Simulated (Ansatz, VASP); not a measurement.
# One calculation of WC, two programs

The input INCAR:

```
PREC = Accurate
ENCUT = 520
EDIFF = 1E-6
ISMEAR = -1
SIGMA = 0.05
LREAL = False
LASPH = True
NELM = 100
ALGO = Normal
ISIF = 2
LWAVE = False
LCHARG = True
GGA = PE
LELF = True
LVHAR = True
NBANDS = 26
```

The input KPOINTS:

```
regular mesh
0
Gamma
  10 10 6
```

POSCAR

```
WC
1.0
    2.6849701279      0.0000000000      0.0000000000
   -1.3424850640      2.3252523392      0.0000000000
    0.0000000000      0.0000000000      5.4330676288
W C
2 2
Direct
    0.0000000000      0.0000000000      0.0000000000
    0.0000000000      0.0000000000      0.5000000000
    0.3333333333      0.6666666667      0.2500000000
    0.6666666667      0.3333333333      0.7500000000
```

Input for Ansatz:

```yaml
crystal:
  lattice:
    - [2.6849701279, 0.0, 0.0]
    - [-1.342485064, 2.3252523392, 0.0]
    - [0.0, 0.0, 5.4330676288]
  atoms:
    - { symbol: W, position: [0.0, 0.0, 0.0] }
    - { symbol: W, position: [0.0, 0.0, 0.5] }
    - { symbol: C, position: [0.3333333333, 0.6666666667, 0.25] }
    - { symbol: C, position: [0.6666666667, 0.3333333333, 0.75] }
kpoints:
  mp_grid: { grid: [10, 10, 6] }
scf:
  occupations: { method: fermi_dirac, width: 0.05 }
hamiltonian:
  xc: pbe
  pseudopotentials: { kind: all_electron, lapw: { basis_error: 0.001 } }
output:
  forces: true
  stress: true
  eigenvalues: true
  populations: true
```

Change from the starting cell: volume scaled by 0.8, LAPW.

Alike in both runs: task single point; functional PBE; k mesh 10 × 10 × 6; occupations fermi-dirac, width 0.05 eV; no spin polarisation.

|  | VASP | Ansatz |
| --- | --- | --- |
| version | VASP 6.6.1 | Ansatz 0.2.0 |
| potentials or method | VASP PAW PBE potentials, release 64 (W_sv, C) | all-electron LAPW, scalar-relativistic |
| plane-wave cutoff (eV) | 520 | see its input |

```tsv
	VASP	Ansatz	Ansatz less VASP
pressure (GPa)	136.2	132.7	-3.56
largest component of the traceless stress (GPa)	0.11	0.04	-0.075
```

Ansatz ran all-electron here, so the differences hold the error of VASP's frozen core and of both bases.

Caveats: the cell as given lies far from equilibrium; so large a pressure means that the cell lies far from this level's equilibrium, or that cutoff or potentials fall short (VASP). The runs have no spin-orbit coupling, so splittings on W are missing.
